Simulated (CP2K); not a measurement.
Crystal: BeTe.

```
CELL_PARAMETERS angstrom
3.91737 0.00000 0.00000
1.95869 3.39254 0.00000
1.95869 1.13085 3.19852
ATOMIC_POSITIONS crystal
Te 0.75000 0.75000 0.75000
Be 0.00000 0.00000 0.00000
```

Program: CP2K 2026.2. Alike in all runs: task band structure; no spin polarisation; cell as given; k mesh 8 × 8 × 8.

Question: Order these runs on this cell by their band gap on the k mesh, lowest first.
A. level PBEsol; potentials or basis POTENTIAL_UZH Te GTH-PBE-q6, Be GTH-PBE-q4; TZVP-MOLOPT-PBE-GTH basis; smearing fermi-dirac 0.0259 eV; points a segment of the path (NPOINTS) 10; bands added on the path 4; CUTOFF of the grids 850 Ry
B. level TB-mBJ; potentials or basis POTENTIAL_UZH Te GTH-PBE-q6, Be GTH-PBE-q4; TZVP-MOLOPT-PBE-GTH basis; smearing fermi-dirac 0.01 eV; points a segment of the path (NPOINTS) 8; bands added on the path 4; CUTOFF of the grids 1250 Ry
C. level r2SCAN; potentials or basis POTENTIAL_UZH Te GTH-SCAN-q6, Be GTH-SCAN-q4; TZVP-MOLOPT-SCAN-GTH basis; smearing fermi-dirac 0.0259 eV; points a segment of the path (NPOINTS) 8; bands added on the path 6; CUTOFF of the grids 1250 Ry

Answer: A (2.42 eV), B (2.76 eV), C (2.92 eV).

Caveats: spin-orbit coupling is left out, which moves the levels of the heavy elements; the basis of atomic orbitals isn't converged, which shifts pressures, moduli and gaps; this is a model potential without an energy functional, so only levels have meaning (some runs).

